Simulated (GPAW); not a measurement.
Runs of GPAW 26.7.0 on WC (Qusongite). It takes space group P-6m2 (No. 187, hexagonal). The conventional cell has a = 2.907 Å, b = 2.907 Å, c = 2.837 Å, α = 90.00°, β = 90.00°, γ = 120.00°. W (site symmetry -6m2) is surrounded by 6 C at 2.20 Å. C (site symmetry -6m2) is surrounded by 6 W at 2.20 Å. 

```csv
task,level,potentials or basis,cell,k mesh,optimizer,fmax,max steps,convergence,band path,gap on the mesh (eV),pressure (GPa),relaxed volume (Å³/atom)
relaxation of cell and atoms,r2SCAN+D4,"GPAW PAW data sets (gpaw-data 1.2.1), pw",relaxed,7 × 7 × 7,LBFGS,0.02 eV/Å,60,-,-,none,0.1,10.35
relaxation of cell and atoms,LDA,"the program's PAW data sets (release 1.2.1) made for this functional, pw",relaxed,10 × 10 × 9,LBFGS,0.05 eV/Å,60,density=1e-05 forces=0.0001,-,none,0.1,10.08
band structure,PBEsol,"PAW data sets generated in the run's folder for this functional, pw",as given,10 × 10 × 9,-,-,-,-,"GMKGALHA,LM,KH",-,(a),-
relaxation of cell and atoms,RPBE+D4,"the program's PAW data sets (release 1.2.1) made for this functional, pw",relaxed to 2 GPa,10 × 10 × 9,BFGS,0.02 eV/Å,60,density=1e-05 forces=0.0001,-,none,2.0,-
relaxation of cell and atoms,PBEsol+D3(BJ),"PAW data sets generated in the run's folder for this functional, pw",relaxed,10 × 10 × 9,FIRE,0.02 eV/Å,100,density=1e-05 forces=0.0001,-,none,-0.1,10.10
```

Alike in all rows: no spin polarisation; cutoff (eV) 800; smearing fermi-dirac 0.05 eV.

Q: Estimate the missing entries.

A: (a) -4.0.

Caveats: later steps reuse the first step's grids (some runs); pairwise dispersion overbinds metals, which lowers pressure and volume (some runs); the PAW data sets were made with another functional, which shifts forces and pressure a little (some runs); spin-orbit coupling is left out, which moves the levels of the heavy elements (some runs).

A k mesh can miss the band edges, and the runs leave out spin-orbit coupling on W.

A gap of «none» marks a metal or a gap under the smearing width.

Runs at the PBE level aren't shown here.
